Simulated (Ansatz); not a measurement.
**Field gradients against strain in Bi2Te3**

```xyz
5
Lattice="2.1930 1.2661 10.1657 -2.1930 1.2661 10.1657 0.0000 -2.5323 10.1657" Properties=species:S:1:pos:R:3 pbc="T T T"
Bi    0.0000    0.0000   12.1988
Bi    0.0000    0.0000   18.2982
Te    0.0000    0.0000    0.0000
Te    0.0000    0.0000    6.3891
Te    0.0000    0.0000   24.1079
```

Atoms are numbered in the order listed.

The cell is COD entry 9011962, as deposited and not checked against the literature; nothing was relaxed.

The calculation used DFT, PBE, all-electron PAW with datasets made for the crystal, scalar-relativistic in Ansatz 0.2.0.

The runs use a Γ-centred 7×7×7 k mesh, Fermi–Dirac smearing of 0.08 eV, cutoff 240 eV (chosen by the program for this cell), no spin polarisation.

The strain is applied along the Cartesian axes of the cell as listed (the other components stay zero). Fractional coordinates are held (clamped ions).

The columns are Cartesian components of the electric field gradient at the nuclei, in 10²¹ V/m².

Spin–orbit coupling is left out, which moves gradients at and beside heavy atoms by some per cent and at worst by a factor of two.

Only quantities that a quadratic follows smoothly over the whole series are listed; rougher ones are left out.

| εxx = εyy | Vzz at Bi1 | Vzz at Te3 | Vzz at Te4 |
| --- | --- | --- | --- |
| -0.0300 | 4.06 | 12.65 | 2.75 |
| -0.0100 | 2.87 | 10.78 | 1.50 |
| 0.0000 | 2.33 | 9.85 | 0.91 |
| 0.0100 | 1.82 | 8.92 | 0.33 |
| 0.0200 | 1.35 | 8.00 | -0.23 |
| 0.0300 | 0.90 | 7.07 | -0.79 |

Question: Fit the series and give the gradient–strain slopes.

Answer: Least-squares fits y = p0 + p1 x + p2 x² to the rows give Vzz at Bi1: p1 = -52.6, p2 = 170; Vzz at Te3: p1 = -93, p2 = 12; Vzz at Te4: p1 = -58.9, p2 = 80. The slopes p1 are in 10²¹ V/m² per unit strain, for clamped ions.

Question: One run, at εxx = εyy = -0.0200, is withheld. Predict its row.

Answer: The fits give 3.45, 11.71, 2.12; the run gave 3.44, 11.71, 2.11.
